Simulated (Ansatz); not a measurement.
# KBr: the cost of one run

Computed with Ansatz 0.2.0 (DFT PBE, scalar-relativistic, plane waves, PAW, unless a step's input says otherwise).

The COD entry's cell or inner coordinates are ideal or old and differ from later refinements, so a difference from it is no clean test against experiment.

2 further runs of the same task are left out: 1 that didn't finish, 1 set aside as unsound or not needed.

### 1 The structure to begin with

The structure is cubic, space group Fm-3m (No. 225). Conventional cell: a = 6.700 Å, b = 6.700 Å, c = 6.700 Å, α = 90.00°, β = 90.00°, γ = 90.00°. Around K (site symmetry m-3m) lie 6 Br at 3.35 Å. Br (site symmetry m-3m) has 6 K at 3.35 Å as nearest neighbours.

Coordinates:

```
K Br
1.0
     0.00000    3.34978    3.34978
     3.34978    0.00000    3.34978
     3.34978    3.34978    0.00000
K Br
1 1
Direct
  0.00000 0.00000 0.00000
  0.50000 0.50000 0.50000
```

It is the result of an earlier relaxation at this level (volume 37.59 Å³/atom; gap on the mesh: 4.32 eV).

### 2 The reference: the undisturbed cell on the scan's mesh

File input.yaml:

```yaml
crystal:
  lattice:
    - [0.0, 3.349778729, 3.349778729]
    - [3.349778729, 0.0, 3.349778729]
    - [3.349778729, 3.349778729, 0.0]
  atoms:
    - { symbol: K, position: [0.0, 0.0, 0.0] }
    - { symbol: Br, position: [0.5, 0.5, 0.5] }
basis:
  ecutwfc: 420
kpoints:
  mp_grid: { grid: [6, 6, 6] }
hamiltonian:
  xc: pbe
scf:
  occupations: { method: gaussian, width: 0.05 }
output:
  forces: true
  stress: true
  eigenvalues: true
```

Run with:

```bash
ansatz run input.yaml --threads 1 --pin off --max-ram 2560MiB --backend cpu --events-out ev --progress --plain --runs-dir out
```

**Question.** How long does this run take on 1 thread of Arm Neoverse V1, shared host, and how much memory does it need?

About 1.7 s, with a peak of 0.28 GiB.
